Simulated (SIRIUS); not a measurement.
## Bi under changes of volume

One of the cells (35.070 Å³/atom); the others are scaled copies at fixed shape and fractional positions:

```
Bi
1.0
     2.26750    1.30914    3.93800
    -2.26750    1.30914    3.93800
     0.00000   -2.61828    3.93800
Bi
2
Cartesian
  0.0000 0.0000 9.0495
  0.0000 0.0000 2.7645
```

| Item | Value |
| --- | --- |
| Program | SIRIUS 7.12.0 |
| Functional | BLYP |
| Potentials or basis | all-electron FP-LAPW |
| Cutoff | 157 eV |
| Basis | apw+lo standard |
| k mesh | 7 × 7 × 7 |
| Occupations | fermi-dirac, width 0.05 eV |
| Spin | no spin polarisation |

```csv
volume (Å³/atom),energy over the lowest point (meV/atom),gap on the mesh (eV)
32.965,145.58,0.31
33.667,107.20,0.30
34.368,?,?
35.070,49.38,0.28
35.771,28.40,0.27
36.472,12.27,0.26
37.174,0.00,0.26
```

Problem. What does the run at 34.368 Å³/atom give?

Solution. Energy over the lowest point 75.40 meV/atom; gap on the mesh 0.29 eV.

Worked out: A Birch-Murnaghan fit of order 3 (a polynomial in V^(-2/3)) to the other rows has no minimum within the range. It gives 75.40 meV/atom at 34.368 Å³/atom, against the run's 75.40. A straight line through the other rows of the gap, of slope -0.447 eV per unit of ln V, gives 0.29 eV, against the run's 0.29.

Energies are extrapolated to zero smearing.

Caveats: spin-orbit coupling is left out, which as a rule narrows the gap of such compounds by several tenths of an eV; an odd mesh through Γ misses points on the zone boundary, where band edges often lie.
